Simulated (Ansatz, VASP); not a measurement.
# Two plane-wave programs on HfN

```
CELL_PARAMETERS angstrom
0.00000 2.29541 2.29541
2.29541 0.00000 2.29541
2.29541 2.29541 0.00000
ATOMIC_POSITIONS crystal
Hf 0.00000 0.00000 0.00000
N 0.50000 0.50000 0.50000
```

Alike in both runs: task single point; functional LDA; k mesh 11 × 11 × 11; occupations fermi-dirac, width 0.05 eV; no spin polarisation.

|  | VASP | Ansatz |
| --- | --- | --- |
| version | VASP 6.6.1 | Ansatz 0.2.0 |
| potentials or method | VASP PAW LDA potentials, release 64 (Hf_pv, N) | plane waves, PAW |
| plane-wave cutoff (eV) | 520 | 500 |
| valence electrons in the cell | 15 | 31 |

|  | VASP | Ansatz | Ansatz less VASP |
| --- | --- | --- | --- |
| pressure (GPa) | -21.8 | -20.6 | +1.19 |

The two sets of potentials don't hold the same shells in valence.

Caveats: so large a pressure means that the cell lies far from this level's equilibrium, or that cutoff or potentials fall short (VASP). The runs have no spin-orbit coupling, so splittings on Hf are missing.
